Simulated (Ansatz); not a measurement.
The system is C.

```
CELL_PARAMETERS angstrom
2.12732 -1.22828 0.00000
2.12732 1.22828 0.00000
-1.37907 0.00000 3.50283
ATOMIC_POSITIONS crystal
C 0.16664 0.16664 0.99991
C 0.83336 0.83336 0.00009
```

This is a stacking variant of graphite.

Base run:

| Item | Value |
| --- | --- |
| Program | Ansatz 0.2.0 |
| Functional | PBE |
| Potentials or basis | Ansatz PAW |
| Cutoff | 420 eV (not typed: the program's choice for these potentials) |
| k mesh | 13 × 13 × 8 |
| Occupations | fermi-dirac, width 0.05 eV |
| Spin | no spin polarisation |

Its results: pressure 3.8 GPa; largest force 0.004 eV/Å.

Question: After a change of settings the same cell gave: pressure -0.2 GPa; largest force 0.011 eV/Å. Which change was it?
A. functional from PBE to revPBE
B. functional from PBE to RPBE
C. functional from PBE to PBEsol
D. functional from PBE to r2SCAN; cutoff from 420 eV (not typed: the program's choice for these potentials) to 500 eV (not typed: the program's choice for these potentials)

Answer: D.

Caveats: this functional lacks dispersion, which binds the layers, so the pressure and a relaxed spacing across them are unreliable (some runs); the PAW data sets come from PBE, with cores solved anew for the run's functional, which leaves a small shift of forces and pressure (some runs).
